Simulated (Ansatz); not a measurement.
Theory: DFT PBE, scalar-relativistic, plane waves, PAW in Ansatz. Settings: cutoff 420 eV, Γ-centred meshes spaced at most about 0.3 Å⁻¹, and about 0.25 Å⁻¹ or finer for metals (2π included), Gaussian smearing. No spin polarisation.

All energies are static (0 K, no zero-point motion).

Question: Which of these relaxed structures of Bi4Te is the lowest in energy?
A.

```cif
data_structure
_symmetry_space_group_name_H-M 'P-43m'
_symmetry_Int_Tables_number 215
_cell_length_a 5.9060
_cell_length_b 5.9060
_cell_length_c 5.9060
_cell_angle_alpha 90.000
_cell_angle_beta 90.000
_cell_angle_gamma 90.000
_cell_volume 206.00
loop_
_atom_site_label
_atom_site_type_symbol
_atom_site_symmetry_multiplicity
_atom_site_Wyckoff_symbol
_atom_site_fract_x
_atom_site_fract_y
_atom_site_fract_z
_atom_site_occupancy
Bi1 Bi 4 e 0.31063 0.31063 0.31063 1
Te1 Te 1 a 0.00000 0.00000 0.00000 1
```

B.

```cif
data_structure
_symmetry_space_group_name_H-M 'R32:H'
_symmetry_Int_Tables_number 155
_cell_length_a 6.8454
_cell_length_b 6.8454
_cell_length_c 15.6573
_cell_angle_alpha 90.000
_cell_angle_beta 90.000
_cell_angle_gamma 120.000
_cell_volume 635.39
loop_
_atom_site_label
_atom_site_type_symbol
_atom_site_symmetry_multiplicity
_atom_site_Wyckoff_symbol
_atom_site_fract_x
_atom_site_fract_y
_atom_site_fract_z
_atom_site_occupancy
Bi1 Bi 3 b 0.33333 0.66667 0.16667 1
Bi2 Bi 9 d 0.22497 0.33333 0.33333 1
Te1 Te 3 a 0.00000 0.00000 0.00000 1
```

C.

```cif
data_structure
_symmetry_space_group_name_H-M 'P6/mmm'
_symmetry_Int_Tables_number 191
_cell_length_a 5.6137
_cell_length_b 5.6137
_cell_length_c 6.5838
_cell_angle_alpha 90.000
_cell_angle_beta 90.000
_cell_angle_gamma 120.000
_cell_volume 179.69
loop_
_atom_site_label
_atom_site_type_symbol
_atom_site_symmetry_multiplicity
_atom_site_Wyckoff_symbol
_atom_site_fract_x
_atom_site_fract_y
_atom_site_fract_z
_atom_site_occupancy
Bi1 Bi 4 h 0.33333 0.66667 0.75103 1
Te1 Te 1 a 0.00000 0.00000 0.00000 1
```

Answer: C. The next of these, B, lies 94 meV/atom higher. Forms: C P6/mmm; B R32; A P-43m. Counting Bi atoms around Te (those within 1.25 times the shortest such distance or 1.15 times the sum of covalent radii, 1.27 where that leaves under three; the shortest distance is added where it exceeds 1.18 times the sum of covalent radii): C has Te 12 from 3.6 Å; B has Te 3; A has Te 4. All come from invented guesses. Even the lowest of the cells shown lies +0.11 eV/atom against the elements.

Spin–orbit coupling, which can matter for Bi and Te, is left out. Cells relaxed within their symmetry can be saddle points. Some structure types and database cells were kept out of the candidates from the start, so a known form may be missing.
